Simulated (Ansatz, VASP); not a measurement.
One calculation of Al2Cu, two programs

```
Al Cu
1.0
     4.08417    0.00000    0.00000
     0.00000    4.08417    0.00000
     0.00000    0.00000    2.84639
Al Cu
2 1
Direct
  0.50000 0.00000 0.50000
  0.00000 0.50000 0.50000
  0.00000 0.00000 0.00000
```

Alike in both runs: functional PBEsol; k mesh 10 × 10 × 14; occupations gaussian, width 0.1 eV; no spin polarisation.

Ansatz relaxed the structure, and its values are those at the end. VASP's run is a single point on that final structure, the one shown.

```csv
,VASP,Ansatz
version,VASP 6.6.1,Ansatz 0.2.0
potentials or method,"VASP PAW PBE potentials, release 64 (Al, Cu)","scalar-relativistic, plane waves, PAW"
plane-wave cutoff (eV),520,420
valence electrons in the cell,17,25
```

Ansatz gave:

| Item | Value |
| --- | --- |
| gap on the k mesh at the Fermi level (eV) | none |
| pressure (GPa) | 0.0 |

Q: Which values does VASP return?

A: gap on the k mesh at the Fermi level (eV): none; pressure (GPa): 0.2.

A gap of «none» marks a metal or a gap that the smearing closes. The two sets of potentials don't hold the same shells in valence.

Caveats: the PAW data sets were made with another functional, which shifts forces and pressure a little (VASP).
